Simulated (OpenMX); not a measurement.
Crystal: B.

```
B
1.0
     1.62456    0.00000    0.00000
     0.00000    2.86615    0.00000
     0.00000    0.00000    3.91440
B
2
Cartesian
  0.0000 1.4331 2.3849
  0.8123 0.0000 1.5295
```

The cell was built by a generator and needn't be a form met in nature.

Base run:

- Program: OpenMX 3.8.5
- Functional: PBE
- Dispersion: D4
- Potentials or basis: OpenMX 2013 PBE set, B7.0-s2p2d1, grid cutoff 300 Ry
- k mesh: 11 × 7 × 5
- Occupations: fermi-dirac, width 0.05 eV
- Spin: no spin polarisation

Its results: band gap on the k mesh none (metal or under the smearing width); pressure -3.0 GPa; largest force 0.111 eV/Å.

**Question.** The run is repeated on the same cell with these changes: dispersion from D4 to D3. What comes out?

**Answer.** Band gap on the k mesh none (metal or under the smearing width); pressure -1.4 GPa; largest force 0.090 eV/Å.

Caveats: the basis of atomic orbitals isn't converged, which shifts pressures, moduli and gaps.

Not every run made on this cell is shown here.
